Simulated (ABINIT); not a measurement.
# Ti (P6_3/mmc) in ABINIT: a series of runs, part 2 of 2

ABINIT 10.8.3 (patched build). Earlier steps stand in the parts before.

### 3 Equation of state, BP86

Input file run.abi:

```
# Datasets: one volume each
ndtset 7
getwfk -1
scalecart1 3*0.9795861087
scalecart2 3*0.9864848297
scalecart3 3*0.9932883884
scalecart4 3*1.0000000000
scalecart5 3*1.0066227096
scalecart6 3*1.0131594038
scalecart7 3*1.0196128224

# Pseudopotentials
pp_dirpath "./"
pseudos "Ti.GGA_PBE-JTH.xml"

# Structure
acell 5.5746920676 5.5746920677 8.8439182632
rprim
     1.0000000000     0.0000000000     0.0000000000
    -0.5000000000     0.8660254038     0.0000000000
     0.0000000000     0.0000000000     1.0000000000
ntypat 1
znucl 22
natom 2
typat 1 1
xred
     0.6666666667     0.3333333333     0.7500000000
     0.3333333333     0.6666666667     0.2500000000

# Plane-wave basis
ecut 15.0
pawecutdg 30.0

# k points
kptopt 1
ngkpt 10 10 6
nshiftk 1
shiftk 0.0 0.0 0.0

# Exchange and correlation
ixc -106132

# Bands and occupations
nband 16
occopt 3
tsmear 0.05 eV

# SCF cycle
nstep 100
tolvrs 1.0e-9

# Output
iomode 3
prtwf 1
prtden 0
prteig 0
prtebands 0
enunit 1
```

Potentials or basis: JTH PAW PBE v2.0.

Launch:

```console
abinit run.abi > log 2>&1
```

run.abo:

```text
.Version 10.8.3 of ABINIT
 DATASET    1 : space group P6_3/m m c (#194); Bravais hP (primitive hexag.)
================================================================================
 Values of the parameters that define the memory need for DATASET  1.
     intxc =       0    ionmov =       0      iscf =      17    lmnmax =      18
     lnmax =       6     mgfft =      32  mpssoang =       3    mqgrid =    3001
     natom =       2  nloc_mem =       2    nspden =       1   nspinor =       1
    nsppol =       1      nsym =      24    n1xccc =       1    ntypat =       1
    occopt =       3   xclevel =       2
       mpw =         634          nfft =       12800          nkpt =          56
 PAW method is used; the additional fine FFT grid is defined by:
   mgfftf=        45    nfftf =     40500
================================================================================
================================================================================
[... 71 lines left out ...]
 DATASET    7 : space group P6_3/m m c (#194); Bravais hP (primitive hexag.)
================================================================================
 Values of the parameters that define the memory need for DATASET  7.
     intxc =       0    ionmov =       0      iscf =      17    lmnmax =      18
     lnmax =       6     mgfft =      32  mpssoang =       3    mqgrid =    3001
     natom =       2  nloc_mem =       2    nspden =       1   nspinor =       1
    nsppol =       1      nsym =      24    n1xccc =       1    ntypat =       1
    occopt =       3   xclevel =       2
       mpw =         715          nfft =       12800          nkpt =          56
 PAW method is used; the additional fine FFT grid is defined by:
[... 1361 lines left out ...]
            acell      5.5746920676E+00  5.5746920677E+00  8.8439182632E+00 Bohr
           etotal1    -1.1731269475E+02
           etotal2    -1.1731333092E+02
           etotal3    -1.1731355672E+02
           etotal4    -1.1731340873E+02
           etotal5    -1.1731293113E+02
           etotal6    -1.1731214264E+02
           etotal7    -1.1731107424E+02
            fcart1    -0.0000000000E+00 -0.0000000000E+00 -0.0000000000E+00
                      -0.0000000000E+00 -0.0000000000E+00 -0.0000000000E+00
            fcart2    -1.2240744983E-28 -7.0671974110E-29  1.2945055270E-22
                       1.2240744983E-28  7.0671974110E-29 -1.2945055270E-22
            fcart3    -0.0000000000E+00  5.6150323436E-29  2.5712775448E-22
                      -0.0000000000E+00 -5.6150323436E-29 -2.5712775448E-22
            fcart4     4.8301236920E-29  1.3943366069E-28 -0.0000000000E+00
                      -4.8301236920E-29 -1.3943366069E-28 -0.0000000000E+00
            fcart5    -4.7983456423E-29 -8.3109784445E-29 -2.5372168780E-22
                       4.7983456423E-29  8.3109784445E-29  2.5372168780E-22
[... 38 lines left out ...]
                       0.0000000000E+00  0.0000000000E+00  2.0164018406E-13
           xangst1     1.4448895093E+00  8.3420734720E-01  3.4383472392E+00
                      -1.7279201548E-11  1.6684146944E+00  1.1461157464E+00
           xangst2     1.4550651228E+00  8.4008224037E-01  3.4625617499E+00
                      -1.7401297419E-11  1.6801644807E+00  1.1541872500E+00
           xangst3     1.4651003719E+00  8.4587609413E-01  3.4864422409E+00
                      -1.7520788726E-11  1.6917521883E+00  1.1621474136E+00
           xangst4     1.4749999990E+00  8.5159164650E-01  3.5099999976E+00
                      -1.7639271410E-11  1.7031832930E+00  1.1699999992E+00
           xangst5     1.4847684956E+00  8.5723149067E-01  3.5332457083E+00
                      -1.7755826703E-11  1.7144629813E+00  1.1777485694E+00
           xangst6     1.4944101196E+00  8.6279808485E-01  3.5561895049E+00
                      -1.7871379971E-11  1.7255961697E+00  1.1853965016E+00
           xangst7     1.5039289120E+00  8.6829376222E-01  3.5788410042E+00
                      -1.7985123351E-11  1.7365875244E+00  1.1929470014E+00
             xred      6.6666666667E-01  3.3333333333E-01  7.5000000000E-01
                       3.3333333333E-01  6.6666666667E-01  2.5000000000E-01
 Calculation completed.
```

Wall time 1.7 min (1 thread of Arm Neoverse V1, shared host); peak memory 0.14 GiB.

What came out:

```
Equilibrium volume                        : 17.32 Å³/atom
Bulk modulus at fixed shape and positions : 111 GPa
Pressure derivative of the bulk modulus   : 3.7
```

Energy against volume, from the lowest point:
| volume (Å³/atom) | energy (meV/atom) |
| --- | --- |
| 16.577 | 11.73 |
| 16.930 | 3.07 |
| 17.283 | 0.00 |
| 17.636 | 2.01 |
| 17.988 | 8.51 |
| 18.341 | 19.24 |
| 18.694 | 33.78 |

Caveat: pressures at fixed basis lie under the slope of the energies; the cell was scaled at fixed shape and fractional positions, which overstates the stiffness of a crystal with free parameters, most of all of layers and chains; the PAW data sets were made with another functional, which shifts forces and pressure a little.

### 4 Equation of state, AM05

Changes to run.abi since step 3:

```diff
@@ -1,2 +1 @@
-# Datasets: one volume each
 ndtset 7
@@ -11,3 +10,2 @@
 
-# Pseudopotentials
 pp_dirpath "./"
@@ -15,4 +13,3 @@
 
-# Structure
-acell 5.5746920676 5.5746920677 8.8439182632
+acell 2.95 2.95 4.68 Angstrom
 rprim
@@ -29,3 +26,2 @@
 
-# Plane-wave basis
 ecut 15.0
@@ -33,3 +29,2 @@
 
-# k points
 kptopt 1
@@ -39,6 +34,4 @@
 
-# Exchange and correlation
-ixc -106132
+ixc -120135
 
-# Bands and occupations
 nband 16
@@ -47,3 +40,2 @@
 
-# SCF cycle
 nstep 100
@@ -51,3 +43,2 @@
 
-# Output
 iomode 3
```

Launch:

```console
abinit run.abi > log 2>&1
```

It took 1.9 min on 1 thread of Arm Neoverse V1, shared host; peak memory 0.14 GiB.

The run converged. Its results:

```
Equilibrium volume                        : 16.80 Å³/atom
Bulk modulus at fixed shape and positions : 116 GPa
Pressure derivative of the bulk modulus   : 3.4
```

Energy against volume, from the lowest point:
```csv
volume (Å³/atom),energy (meV/atom)
16.577,0.74
16.930,0.00
17.283,4.44
17.636,13.60
17.988,27.14
18.341,44.65
18.694,65.69
```

Caveat: pressures at fixed basis lie under the slope of the energies; the cell was scaled at fixed shape and fractional positions, which overstates the stiffness of a crystal with free parameters, most of all of layers and chains; the PAW data sets were made with another functional, which shifts forces and pressure a little.

### 5 Equation of state, LDA

Input file run.abi:

```
# Datasets: one volume each
ndtset 7
getwfk -1
scalecart1 3*0.9795861087
scalecart2 3*0.9864848297
scalecart3 3*0.9932883884
scalecart4 3*1.0000000000
scalecart5 3*1.0066227096
scalecart6 3*1.0131594038
scalecart7 3*1.0196128224

# Pseudopotentials
pp_dirpath "./"
pseudos "Ti.LDA_PW-JTH.xml"

# Structure
acell 3*1.0 Angstrom
rprim
     2.9500000000     0.0000000000     0.0000000000
    -1.4750000000     2.5547749412     0.0000000000
     0.0000000000     0.0000000000     4.6800000000
ntypat 1
znucl 22
natom 2
typat 1 1
xred
     0.6666666667     0.3333333333     0.7500000000
     0.3333333333     0.6666666667     0.2500000000

# Plane-wave basis
ecut 10.0
pawecutdg 20.0

# k points
kptopt 1
ngkpt 10 10 6
nshiftk 1
shiftk 0.0 0.0 0.0

# Exchange and correlation
ixc 7

# Bands and occupations
nband 16
occopt 3
tsmear 0.05 eV

# SCF cycle
nstep 100
tolvrs 1.0e-9

# Output
iomode 3
prtwf 1
prtden 0
prteig 0
prtebands 0
enunit 1
```

Potentials or basis: JTH PAW LDA v2.0.

Launch:

```console
abinit run.abi > log 2>&1
```

Run time: 47 s. Hardware: 1 thread of Arm Neoverse V1, shared host; peak memory 0.12 GiB.

The run converged. Its results:

- Equilibrium volume: 16.07 Å³/atom (rough: see the caveat)
- Bulk modulus at fixed shape and positions: 124 GPa (rough)

Energy against volume, from the lowest point:
```csv
volume (Å³/atom),energy (meV/atom)
16.577,0.00
16.930,10.57
17.283,25.36
17.636,45.03
17.988,68.50
18.341,94.60
18.694,124.89
```

Caveat: the cutoff is too short for stress, so the log's stress isn't used; pressures at fixed basis lie under the slope of the energies; the minimum lies outside the volumes run; the cell was scaled at fixed shape and fractional positions, which overstates the stiffness of a crystal with free parameters, most of all of layers and chains.

### 6 Overview

```tsv
task	level	potentials or basis	cutoff (eV)	fine-grid cutoff	V0 of scaled cells (Å³/atom)	B0 (GPa)
band structure	HCTH407	JTH PAW PBE v2.0	408	816.342 eV	-	-
equation of state	BP86	JTH PAW PBE v2.0	408	816.342 eV	17.32	111
equation of state	AM05	JTH PAW PBE v2.0	408	816.342 eV	16.80	116
equation of state	LDA	JTH PAW LDA v2.0	272	544.228 eV	-	-
```

Alike in all rows: no spin polarisation; cell as given; k mesh 10 × 10 × 6; smearing fermi-dirac 0.05 eV.

Caveats: the PAW data sets were made with another functional, which shifts forces and pressure a little (some runs); pressures at fixed basis lie under the slope of the energies (some runs); the cell was scaled at fixed shape and fractional positions, which overstates the stiffness of a crystal with free parameters, most of all of layers and chains (some runs); the minimum lies outside the volumes run (some runs).

Total energies depend on the potentials used, so only differences within one code and one set of settings carry meaning.
